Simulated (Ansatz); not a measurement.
# MoS2 (R-3m): one cell, many starting occupations (series 2), part 2 of 2

Aim: start the open shells of MoS2 (R-3m) from different occupation matrices at one fixed cell, and see in which states the SCF ends. Cell and atoms stay fixed.

Ansatz 0.2.0; DFT r²SCAN+U (U_eff = 2.5 eV on Mo d), plane waves, PAW.

### Step 3. Random orbitals: single harmonics, second filling

The COD entry's cell or inner coordinates are ideal or old and differ from later refinements, so a difference from it is no clean test against experiment.

Contents of input.yaml:

```yaml
crystal:
  lattice:
    - [1.58550029, 0.91538902, 6.11499825]
    - [-1.58550029, 0.91538902, 6.11499825]
    - [0.0, -1.83077804, 6.11499825]
  atoms:
    - { symbol: Mo, position: [0.0, 0.0, 0.0], spin: 0.3 }
    - { symbol: S, position: [0.75, 0.75, 0.75] }
    - { symbol: S, position: [0.25, 0.25, 0.25] }
basis:
  ecutwfc: 500
  ecutrho_ratio: 4
kpoints:
  mp_grid: { grid: [7, 7, 7] }
hamiltonian:
  xc: r2scan
  hubbard:
    sites:
      - { site: 0, l: d, u_eff: 2.5, starting_ns: [{ spin: up, occupation_matrix: s0up }, { spin: down, occupation_matrix: s0down }] }
    occupation_matrices:
      s0up:
        matrix:
          - [0.02, 0.0, 0.0, 0.0, 0.0]
          - [0.0, 0.02, 0.0, 0.0, 0.0]
          - [0.0, 0.0, 0.02, 0.0, 0.0]
          - [0.0, 0.0, 0.0, 0.97, 0.0]
          - [0.0, 0.0, 0.0, 0.0, 0.02]
      s0down:
        matrix:
          - [0.02, 0.0, 0.0, 0.0, 0.0]
          - [0.0, 0.97, 0.0, 0.0, 0.0]
          - [0.0, 0.0, 0.02, 0.0, 0.0]
          - [0.0, 0.0, 0.0, 0.02, 0.0]
          - [0.0, 0.0, 0.0, 0.0, 0.02]
    ns_hold: { iters: 12 }
scf:
  occupations: { method: gaussian, width: 0.05 }
  lower_state_search: "off"
  max_iter: 150
output:
  forces: true
  stress: true
  eigenvalues: true
  populations: true
  hubbard: { sites: [{ site: 0, l: d }] }
magnetization:
  spin_polarized: true
```

The typed matrices put 0.97 on the chosen orbitals and 0.02 on the others, and are held for 12 cycles.

Launch:

```console
$ ansatz run input.yaml --threads 4 --pin off --max-ram 6144MiB --backend cpu --events-out ev --progress --plain --runs-dir out
```

The program printed, cut to the lines that bear on the results:

```text
Warning: crystal.symmetry: narrowed to the stabiliser of the occupation matrices — unitary ops 12 → 4; lowered by the specified shell (site 0, l: d); largest admitted image defect 4.4e-16, smallest excluded 7.1e-1 — at a splitting's scale: the group the occupation matrices' own texture admits
Warning: RAYON_NUM_THREADS=4 ignored (pool sized by the plan → 4); use --threads N
[...]
Mo: projections on atomic orbitals take those of the free atom [Ar 3d10] 4s2 4p6 4d5 5s1, of charge +0.00 (hamiltonian.pseudopotentials.projection_atoms); the dataset's partial waves leave at most 6.0e-6 of an orbital's norm unspanned inside its sphere
S: projections on atomic orbitals take those of the free atom [Ne] 3s2 3p4, of charge +0.00 (hamiltonian.pseudopotentials.projection_atoms); the dataset's partial waves leave at most 1.6e-7 of an orbital's norm unspanned inside its sphere
[...]
Pseudopotentials: kind: paw
Pseudopotential: Mo, paw, valence charge 14, recommended cutoff 500 eV (meta_gga), Mo.paw.azcp
Pseudopotential: S, paw, valence charge 6, recommended cutoff 500 eV (meta_gga), S.paw.azcp
Functional definition: r2SCAN
[...]
Crystal: 3 atoms, lattice volume = 53.250 Å³
[...]
WARN: hamiltonian.hubbard: on 2 of 2 specified blocks the occupation matrix of this SCF's result fails the test of the specified filling. At site 0 ↑ (sites count from 0 in the list of atoms of the cell that this SCF solves) the least filled combination of the orbitals specified full has [...]
--- Band table (eV; the first three rows and the last of 200) ---
  k-point 0 ↑: bands = ["-52.7117", "-26.0421", "-25.9844", "-25.9532", "-4.8106", "-3.1009", "3.7350", "6.6315", "6.7983", "9.1804", "9.4779", "9.8960", "9.9742", "10.7810", "10.7930", "14.6841", "14.7154", "17.7430"]
[...]
Occupation matrices written to <dir>
--- Löwdin populations: 3 sites ---
  site symbol       q [e]    m [muB]
     0     Mo     13.6272     0.1160
     1      S      6.0862     0.0076
     2      S      6.0862     0.0076
  spilling = 0.007703 (of n_electrons = 26.000000)
--- Occupation matrices: 1 shell (run DFT+U table (all-electron-ortho-atomic); ε = 3.13e-3) ---
  Mo0 d_4D: site group D3d (-3m)
  Mo0 d_4D up     Tr n = 2.6275  λ = 0.441 0.472 0.514 0.534 0.666  [xy 0.89 Eg(1.00) | yz 0.53 Eg(1.00) | z2 0.92 A1g(0.92) | xz 0.89 Eg(1.00) | x2-y2 0.51 Eg(0.92)]
  Mo0 d_4D dn     Tr n = 2.5127  λ = 0.432 0.461 0.506 0.546 0.567  [x2-y2 0.95 Eg(0.98) | xy 0.64 Eg(1.00) | yz 0.83 Eg(0.85) | z2 0.83 A1g(0.83) | xz 0.64 Eg(1.00)]
  specified occupation → Mo0 d_4D up: matrix, ‖Δ‖_F = 1.0778, Tr Δ = -1.5775, displaced = 1.1967, d_λ = 0.9913; orbital distance = 0.9904
  specified occupation → Mo0 d_4D dn: matrix, ‖Δ‖_F = 1.0549, Tr Δ = -1.4627, displaced = 1.1753, d_λ = 1.0200; orbital distance = 0.8479
  Tr n, λ and their labels are of the run-group-symmetrised matrices; stabiliser: 4 of 24 elements of G0×{1,Θ} (closed), max defect 7.1e-16 at τ = 6.6e-4
```

It took 7.4 s on 4 threads of AMD EPYC 9B45 (Zen 5), shared host; peak memory 0.74 GiB.

Result: no gap, pressure 7.5 GPa, moments in spheres Mo 0.09 μB, largest force component 0.80 eV/Å, 4 symmetry operations imposed. The program reports that the typed filling wasn't kept.

The shells' filling, with natural orbitals sorted by occupation:

| shell | channel | electrons | over 0.8 | 0.2 to 0.8 | under 0.2 |
| --- | --- | --- | --- | --- | --- |
| Mo 4d (atom 1) | up | 2.63 | 0 | 5 | 0 |
| Mo 4d (atom 1) | down | 2.51 | 0 | 5 | 0 |

### Step 4. Random orbitals: fully mixed, first filling

input.yaml: that of step 3 with these lines changed.

```diff
@@ -6,3 +6,3 @@
   atoms:
-    - { symbol: Mo, position: [0.0, 0.0, 0.0], spin: 0.3 }
+    - { symbol: Mo, position: [0.0, 0.0, 0.0], spin: 2.0 }
     - { symbol: S, position: [0.75, 0.75, 0.75] }
@@ -22,7 +22,7 @@
         matrix:
-          - [0.02, 0.0, 0.0, 0.0, 0.0]
-          - [0.0, 0.02, 0.0, 0.0, 0.0]
-          - [0.0, 0.0, 0.02, 0.0, 0.0]
-          - [0.0, 0.0, 0.0, 0.97, 0.0]
-          - [0.0, 0.0, 0.0, 0.0, 0.02]
+          - [0.50471, -0.04267, -0.10818, -0.41915, -0.19058]
+          - [-0.04267, 0.60033, 0.09541, 0.15615, -0.42335]
+          - [-0.10818, 0.09541, 0.05694, 0.11131, -0.02303]
+          - [-0.41915, 0.15615, 0.11131, 0.40713, 0.07377]
+          - [-0.19058, -0.42335, -0.02303, 0.07377, 0.4309]
       s0down:
@@ -30,3 +30,3 @@
           - [0.02, 0.0, 0.0, 0.0, 0.0]
-          - [0.0, 0.97, 0.0, 0.0, 0.0]
+          - [0.0, 0.02, 0.0, 0.0, 0.0]
           - [0.0, 0.0, 0.02, 0.0, 0.0]
```

The typed matrices are held for 12 cycles.

Launch:

```console
$ ansatz run input.yaml --threads 4 --pin off --max-ram 6144MiB --backend cpu --events-out ev --progress --plain --runs-dir out
```

The program printed, cut to the lines that bear on the results:

```text
Warning: crystal.symmetry: narrowed to the stabiliser of the occupation matrices — unitary ops 12 → 2; lowered by the specified shell (site 0, l: d); largest admitted image defect 2.2e-16, smallest excluded 3.8e-1 — at a splitting's scale: the group the occupation matrices' own texture admits
Warning: RAYON_NUM_THREADS=4 ignored (pool sized by the plan → 4); use --threads N
[...]
Mo: projections on atomic orbitals take those of the free atom [Ar 3d10] 4s2 4p6 4d5 5s1, of charge +0.00 (hamiltonian.pseudopotentials.projection_atoms); the dataset's partial waves leave at most 6.0e-6 of an orbital's norm unspanned inside its sphere
S: projections on atomic orbitals take those of the free atom [Ne] 3s2 3p4, of charge +0.00 (hamiltonian.pseudopotentials.projection_atoms); the dataset's partial waves leave at most 1.6e-7 of an orbital's norm unspanned inside its sphere
[...]
[... 4 set-up lines as earlier in the session ...]
[...]
Crystal: 3 atoms, lattice volume = 53.250 Å³
[...]
WARN: hamiltonian.hubbard: on 2 of 2 specified blocks the occupation matrix of this SCF's result fails the test of the specified filling. At site 0 ↑ (sites count from 0 in the list of atoms of the cell that this SCF solves) the least filled combination of the orbitals specified full has [...]
--- Band table (eV; the first three rows and the last of 344) ---
  k-point 0 ↑: bands = ["-52.6222", "-25.9987", "-25.9035", "-25.7707", "-4.8040", "-3.0954", "3.7535", "6.7432", "6.8191", "9.1834", "9.8258", "9.8658", "10.2584", "10.7898", "10.8042", "14.7279", "14.7451", "17.7630"]
[...]
Occupation matrices written to <dir>
--- Löwdin populations: 3 sites ---
  site symbol       q [e]    m [muB]
     0     Mo     13.6272    -0.1157
     1      S      6.0862    -0.0076
     2      S      6.0862    -0.0076
  spilling = 0.007703 (of n_electrons = 26.000000)
--- Occupation matrices: 1 shell (run DFT+U table (all-electron-ortho-atomic); ε = 2.29e-3) ---
  Mo0 d_4D: site group D3d (-3m)
  Mo0 d_4D up     Tr n = 2.5128  λ = 0.432 0.461 0.506 0.546 0.567  [xy 0.71 Eg(0.98) | x2-y2 0.48 Eg(1.00) | xz 0.62 Eg(0.85) | z2 0.83 A1g(0.83) | yz 0.48 Eg(1.00)]
  Mo0 d_4D dn     Tr n = 2.6273  λ = 0.441 0.472 0.514 0.534 0.666  [x2-y2 0.67 Eg(1.00) | xz 0.40 Eg(1.00) | z2 0.92 A1g(0.92) | yz 0.67 Eg(1.00) | xy 0.38 Eg(0.92)]
  specified occupation → Mo0 d_4D up: matrix, ‖Δ‖_F = 1.0781, Tr Δ = -0.5128, displaced = 1.2021, d_λ = 0.9710; orbital distance = 1.5557
  specified occupation → Mo0 d_4D dn: matrix, ‖Δ‖_F = 1.1434, Tr Δ = -2.5273, displaced = 1.2637, d_λ = 1.1434; orbital distance = 0.0000
  Tr n, λ and their labels are of the run-group-symmetrised matrices; stabiliser: 4 of 24 elements of G0×{1,Θ} (closed), max defect 1.5e-5 at τ = 4.9e-4
```

It took 17 s on 4 threads of AMD EPYC 9B45 (Zen 5), shared host; peak memory 0.89 GiB.

Result: no gap, pressure 7.5 GPa, moments in spheres Mo -0.09 μB, largest force component 0.80 eV/Å, 2 symmetry operations imposed. The program reports that the typed filling wasn't kept.

The shells' filling, with natural orbitals sorted by occupation:

| shell | channel | electrons | over 0.8 | 0.2 to 0.8 | under 0.2 |
| --- | --- | --- | --- | --- | --- |
| Mo 4d (atom 1) | up | 2.51 | 0 | 5 | 0 |
| Mo 4d (atom 1) | down | 2.63 | 0 | 5 | 0 |

### Step 5. Random orbitals: single harmonics, first filling

input.yaml: that of step 4 with these lines changed.

```diff
@@ -22,7 +22,7 @@
         matrix:
-          - [0.50471, -0.04267, -0.10818, -0.41915, -0.19058]
-          - [-0.04267, 0.60033, 0.09541, 0.15615, -0.42335]
-          - [-0.10818, 0.09541, 0.05694, 0.11131, -0.02303]
-          - [-0.41915, 0.15615, 0.11131, 0.40713, 0.07377]
-          - [-0.19058, -0.42335, -0.02303, 0.07377, 0.4309]
+          - [0.02, 0.0, 0.0, 0.0, 0.0]
+          - [0.0, 0.02, 0.0, 0.0, 0.0]
+          - [0.0, 0.0, 0.97, 0.0, 0.0]
+          - [0.0, 0.0, 0.0, 0.02, 0.0]
+          - [0.0, 0.0, 0.0, 0.0, 0.97]
       s0down:
```

The typed matrices put 0.97 on the chosen orbitals and 0.02 on the others, and are held for 12 cycles.

Launch:

```console
$ ansatz run input.yaml --threads 4 --pin off --max-ram 6144MiB --backend cpu --events-out ev --progress --plain --runs-dir out
```

The program printed, cut to the lines that bear on the results:

```text
Warning: crystal.symmetry: narrowed to the stabiliser of the occupation matrices — unitary ops 12 → 4; lowered by the specified shell (site 0, l: d); largest admitted image defect 4.4e-16, smallest excluded 7.1e-1 — at a splitting's scale: the group the occupation matrices' own texture admits
Warning: RAYON_NUM_THREADS=4 ignored (pool sized by the plan → 4); use --threads N
[...]
Mo: projections on atomic orbitals take those of the free atom [Ar 3d10] 4s2 4p6 4d5 5s1, of charge +0.00 (hamiltonian.pseudopotentials.projection_atoms); the dataset's partial waves leave at most 6.0e-6 of an orbital's norm unspanned inside its sphere
S: projections on atomic orbitals take those of the free atom [Ne] 3s2 3p4, of charge +0.00 (hamiltonian.pseudopotentials.projection_atoms); the dataset's partial waves leave at most 1.6e-7 of an orbital's norm unspanned inside its sphere
[...]
[... 4 set-up lines as earlier in the session ...]
[...]
Crystal: 3 atoms, lattice volume = 53.250 Å³
[...]
WARN: hamiltonian.hubbard: on 2 of 2 specified blocks the occupation matrix of this SCF's result fails the test of the specified filling. At site 0 ↑ (sites count from 0 in the list of atoms of the cell that this SCF solves) the least filled combination of the orbitals specified full has [...]
--- Band table (eV; the first three rows and the last of 200) ---
  k-point 0 ↑: bands = ["-52.7218", "-26.0343", "-26.0037", "-25.9753", "-4.8129", "-3.1026", "3.7330", "6.6559", "6.7720", "9.1808", "9.5529", "9.7845", "9.9227", "10.7804", "10.7874", "14.6816", "14.7078", "17.7400"]
[...]
Occupation matrices written to <dir>
--- Löwdin populations: 3 sites ---
  site symbol       q [e]    m [muB]
     0     Mo     13.6296     0.1417
     1      S      6.0850     0.0089
     2      S      6.0850     0.0089
  spilling = 0.007704 (of n_electrons = 26.000000)
--- Occupation matrices: 1 shell (run DFT+U table (all-electron-ortho-atomic); ε = 1.32e-3) ---
  Mo0 d_4D: site group D3d (-3m)
  Mo0 d_4D up     Tr n = 2.6414  λ = 0.452 0.470 0.517 0.562 0.641  [x2-y2 0.77 Eg(0.99) | xz 0.51 Eg(1.00) | z2 0.82 A1g(0.82) | yz 0.62 Eg(0.83) | xy 0.51 Eg(1.00)]
  Mo0 d_4D dn     Tr n = 2.5012  λ = 0.440 0.455 0.516 0.535 0.555  [xy 0.92 Eg(1.00) | x2-y2 0.74 Eg(1.00) | xz 0.92 Eg(1.00) | z2 0.55 A1g(0.55) | z2 0.45 Eg(0.55)]
  specified occupation → Mo0 d_4D up: matrix, ‖Δ‖_F = 1.0633, Tr Δ = -0.6414, displaced = 1.1835, d_λ = 0.9540; orbital distance = 1.3253
  specified occupation → Mo0 d_4D dn: matrix, ‖Δ‖_F = 1.0786, Tr Δ = -2.4012, displaced = 1.2006, d_λ = 1.0786; orbital distance = 0.0000
  Tr n, λ and their labels are of the run-group-symmetrised matrices; stabiliser: 4 of 24 elements of G0×{1,Θ} (closed), max defect 7.0e-16 at τ = 2.8e-4
```

It took 9.2 s on 4 threads of AMD EPYC 9B45 (Zen 5), shared host; peak memory 0.75 GiB.

End state: no gap, pressure 7.3 GPa, moments in spheres Mo 0.11 μB, largest force component 0.80 eV/Å, 4 symmetry operations imposed. The program reports that the typed filling wasn't kept.

How the shells are filled (orbitals counted by the eigenvalues of the occupation matrices):

| shell | channel | electrons | over 0.8 | 0.2 to 0.8 | under 0.2 |
| --- | --- | --- | --- | --- | --- |
| Mo 4d (atom 1) | up | 2.64 | 0 | 5 | 0 |
| Mo 4d (atom 1) | down | 2.50 | 0 | 5 | 0 |

### Step 6. Random orbitals: fully mixed, one electron fewer

input.yaml: that of step 5 with these lines changed.

```diff
@@ -6,3 +6,3 @@
   atoms:
-    - { symbol: Mo, position: [0.0, 0.0, 0.0], spin: 2.0 }
+    - { symbol: Mo, position: [0.0, 0.0, 0.0], spin: 1.0 }
     - { symbol: S, position: [0.75, 0.75, 0.75] }
@@ -22,7 +22,7 @@
         matrix:
-          - [0.02, 0.0, 0.0, 0.0, 0.0]
-          - [0.0, 0.02, 0.0, 0.0, 0.0]
-          - [0.0, 0.0, 0.97, 0.0, 0.0]
-          - [0.0, 0.0, 0.0, 0.02, 0.0]
-          - [0.0, 0.0, 0.0, 0.0, 0.97]
+          - [0.08434, 0.00495, 0.15342, 0.1163, -0.14104]
+          - [0.00495, 0.02038, 0.0118, 0.00895, -0.01085]
+          - [0.15342, 0.0118, 0.38584, 0.27733, -0.33634]
+          - [0.1163, 0.00895, 0.27733, 0.23023, -0.25496]
+          - [-0.14104, -0.01085, -0.33634, -0.25496, 0.32921]
       s0down:
```

The typed matrices are held for 12 cycles.

Launch:

```console
$ ansatz run input.yaml --threads 4 --pin off --max-ram 6144MiB --backend cpu --events-out ev --progress --plain --runs-dir out
```

The program printed, cut to the lines that bear on the results:

```text
Warning: crystal.symmetry: narrowed to the stabiliser of the occupation matrices — unitary ops 12 → 2; lowered by the specified shell (site 0, l: d); largest admitted image defect 2.2e-16, smallest excluded 3.7e-1 — at a splitting's scale: the group the occupation matrices' own texture admits
Warning: RAYON_NUM_THREADS=4 ignored (pool sized by the plan → 4); use --threads N
[...]
Mo: projections on atomic orbitals take those of the free atom [Ar 3d10] 4s2 4p6 4d5 5s1, of charge +0.00 (hamiltonian.pseudopotentials.projection_atoms); the dataset's partial waves leave at most 6.0e-6 of an orbital's norm unspanned inside its sphere
S: projections on atomic orbitals take those of the free atom [Ne] 3s2 3p4, of charge +0.00 (hamiltonian.pseudopotentials.projection_atoms); the dataset's partial waves leave at most 1.6e-7 of an orbital's norm unspanned inside its sphere
[...]
[... 4 set-up lines as earlier in the session ...]
[...]
Crystal: 3 atoms, lattice volume = 53.250 Å³
[...]
WARN: hamiltonian.hubbard: on 2 of 2 specified blocks the occupation matrix of this SCF's result fails the test of the specified filling. At site 0 ↑ (sites count from 0 in the list of atoms of the cell that this SCF solves) the least filled combination of the orbitals specified full has [...]
--- Band table (eV; the first three rows and the last of 344) ---
  k-point 0 ↑: bands = ["-52.7116", "-26.0421", "-25.9843", "-25.9531", "-4.8106", "-3.1009", "3.7350", "6.6316", "6.7983", "9.1804", "9.4782", "9.8960", "9.9744", "10.7810", "10.7930", "14.6841", "14.7154", "17.7430"]
[...]
Occupation matrices written to <dir>
--- Löwdin populations: 3 sites ---
  site symbol       q [e]    m [muB]
     0     Mo     13.6272     0.1159
     1      S      6.0862     0.0076
     2      S      6.0862     0.0076
  spilling = 0.007703 (of n_electrons = 26.000000)
--- Occupation matrices: 1 shell (run DFT+U table (all-electron-ortho-atomic); ε = 2.80e-3) ---
  Mo0 d_4D: site group D3d (-3m)
  Mo0 d_4D up     Tr n = 2.6274  λ = 0.441 0.472 0.514 0.534 0.666  [xy 0.89 Eg(1.00) | yz 0.53 Eg(1.00) | z2 0.92 A1g(0.92) | xz 0.89 Eg(1.00) | x2-y2 0.51 Eg(0.92)]
  Mo0 d_4D dn     Tr n = 2.5128  λ = 0.432 0.461 0.506 0.546 0.567  [x2-y2 0.95 Eg(0.98) | xy 0.64 Eg(1.00) | yz 0.83 Eg(0.85) | z2 0.83 A1g(0.83) | xz 0.64 Eg(1.00)]
  specified occupation → Mo0 d_4D up: matrix, ‖Δ‖_F = 1.0606, Tr Δ = -1.5774, displaced = 1.1796, d_λ = 0.9913; orbital distance = 0.8351
  specified occupation → Mo0 d_4D dn: matrix, ‖Δ‖_F = 1.0849, Tr Δ = -2.4128, displaced = 1.2064, d_λ = 1.0849; orbital distance = 0.0000
  Tr n, λ and their labels are of the run-group-symmetrised matrices; stabiliser: 4 of 24 elements of G0×{1,Θ} (closed), max defect 1.4e-5 at τ = 5.9e-4
```

Wall time 41 s (4 threads of AMD EPYC 9B45 (Zen 5), shared host); peak memory 1.3 GiB.

End state: no gap, pressure 7.5 GPa, moments in spheres Mo 0.09 μB, largest force component 0.80 eV/Å, 2 symmetry operations imposed. The program reports that the typed filling wasn't kept.

How the shells are filled (orbitals counted by the eigenvalues of the occupation matrices):

| shell | channel | electrons | over 0.8 | 0.2 to 0.8 | under 0.2 |
| --- | --- | --- | --- | --- | --- |
| Mo 4d (atom 1) | up | 2.63 | 0 | 5 | 0 |
| Mo 4d (atom 1) | down | 2.51 | 0 | 5 | 0 |

### Step 7. All runs side by side

This closing draws on all 2 parts.

Energies count from the lowest free state and have the smearing extrapolated to zero.

| start | energy (meV/atom) | gap (eV) | pressure (GPa) | largest moment (μB) | SCF cycles | time |
| --- | --- | --- | --- | --- | --- | --- |
| random orbitals: single harmonics, second filling | 0.0 | metal | 7.5 | 0.09 | 33 | 7.4 s |
| random orbitals: fully mixed, one electron fewer | 0.0 | metal | 7.5 | 0.09 | 57 | 41 s |
| random orbitals: fully mixed, first filling (earlier series) | 0.0 | metal | 7.5 | 0.09 | 53 | 61 s |
| from atoms, default search | 0.0 | metal | 7.5 | 0.09 | 95 | 82 s |
| random orbitals: fully mixed, first filling | 0.0 | metal | 7.5 | 0.09 | 49 | 17 s |
| random orbitals: single harmonics, first filling | 0.6 | metal | 7.3 | 0.11 | 40 | 9.2 s |

The 6 free runs end within about 1 meV/atom of each other. The run with the program's default settings reaches the lowest one found. The lowest state found need not be the ground state, and the geometry wasn't relaxed for any of them.
